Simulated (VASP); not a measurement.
Input of a VASP 6.6.1 run:

Contents of INCAR:

```
SYSTEM = Si2Ge
ALGO = Fast ; EDIFF = 1E-4
EDIFFG = -0.08 ; ENCUT = 520
GGA = PE ; IBRION = 2
ISIF = 3 ; ISMEAR = 0
LASPH = .TRUE. ; LCHARG = .FALSE.
LREAL = .FALSE. ; LWAVE = .FALSE.
NELM = 60 ; NSW = 24
PREC = Normal ; SIGMA = 0.15
```

The input KPOINTS:

```
k-points
0
G
  5 5 2
  0 0 0
```

POSCAR

```
Si2Ge
1.0
    3.8900000000      0.0000000000      0.0000000000
   -1.9450000000      3.3688388200      0.0000000000
    0.0000000000      0.0000000000      9.5300000000
Si Ge
4 2
Direct
    0.0000000000      0.0000000000      0.8750000000
    0.3333333300      0.6666666700      0.7917000000
    0.0000000000      0.0000000000      0.1250000000
    0.6666666700      0.3333333300      0.2083000000
    0.3333333300      0.6666666700      0.5417000000
    0.6666666700      0.3333333300      0.4583000000
```

Potentials or basis: VASP PAW PBE potentials, release 64 (Si, Ge_d).

Run with:

```sh
$ cat potpaw_PBE.64/Si/POTCAR potpaw_PBE.64/Ge_d/POTCAR > POTCAR
$ mpirun -np 1 vasp_std > vasp.out
```

Problem. Predict the band gap on the k mesh.

Solution. 0.56 eV, indirect (least direct gap 0.89 eV).

Problem. What does it give for the space group after relaxing (to 0.05 Å)?

Solution. P-3m1 (No. 164).

Problem. What does it give for the relaxed cell?

Solution. a = 3.937 Å, b = 3.937 Å, c = 9.605 Å, α = 90.00°, β = 90.00°, γ = 120.00°.

Step by step:
```csv
step,energy change (eV),largest force (eV/Å),pressure (GPa),volume (Å³)
1,0.0000,0.4841,2.52,124.89
2,-0.0532,0.3281,-0.28,130.90
3,-0.0520,0.3197,-1.48,131.09
4,-0.0667,0.1476,1.17,127.27
5,-0.0690,0.1807,-0.75,128.34
6,-0.0685,0.1513,1.17,127.79
7,-0.0689,0.1669,0.06,128.07
8,-0.0688,0.1630,0.20,128.01
9,-0.0740,0.1168,0.49,128.03
10,-0.0757,0.0845,0.30,128.05
11,-0.0768,0.0479,-0.32,128.90
```

Caveat: an odd mesh through Γ misses points on the zone boundary, where band edges often lie; the relaxation stopped at a loose force limit of 0.08 eV/Å, so its end isn't a converged minimum.
